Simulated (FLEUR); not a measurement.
## NiO in FLEUR: the effect of Hubbard term

NiO:

```
CELL_PARAMETERS angstrom
0.00000 2.08590 2.08590
2.08590 0.00000 2.08590
2.08590 2.08590 0.00000
ATOMIC_POSITIONS crystal
Ni 0.00000 0.00000 0.00000
O 0.50000 0.50000 0.50000
```

Alike in all runs:

| Quantity | Value |
| --- | --- |
| Program | FLEUR MaX-R8.1 (later development tree) |
| Task | single point |
| Functional | PBEsol |
| Potentials or basis | all-electron |
| Basis | FLAPW |
| Kmax | 4.78 1/bohr |
| k mesh | 9 × 9 × 9 |
| Occupations | fermi-dirac, width 0.05 eV |
| Spin | collinear spin, ferromagnetic start |
| Starting moments | [1.0, 0.0] μB |
| Gmax | 14.8 1/bohr |
| Muffin-tin radii | Ni 2.05, O 1.57 bohr |
| lmax | Ni 8, O 8 |
| lnonsphr | Ni 8, O 8 |
| Local orbitals a species | Ni 4, O 3 |
| Max iterations | 100 |

Task: One run gave: gap on the mesh 0.20 eV. Which Hubbard term did it use?
A. Ni d U = 5 eV
B. Ni d U = 6 eV
C. Ni d U = 2 eV
D. Ni d U = 0.0 eV
E. Ni d U = 3 eV

Result: C.

```csv
Hubbard term,gap on the mesh (eV)
Ni d U = 0.0 eV,none
Ni d U = 2 eV,0.20
Ni d U = 3 eV,0.73
Ni d U = 4 eV,1.26
Ni d U = 5 eV,1.79
Ni d U = 6 eV,2.32
```

Caveats: a cell with one magnetic atom can't hold antiferromagnetic order, which such compounds often take; an odd mesh through Γ misses points on the zone boundary, where band edges often lie (some runs).

A gap of «none» marks a metal or a gap under the smearing width.

Not every run made on this cell is shown here.
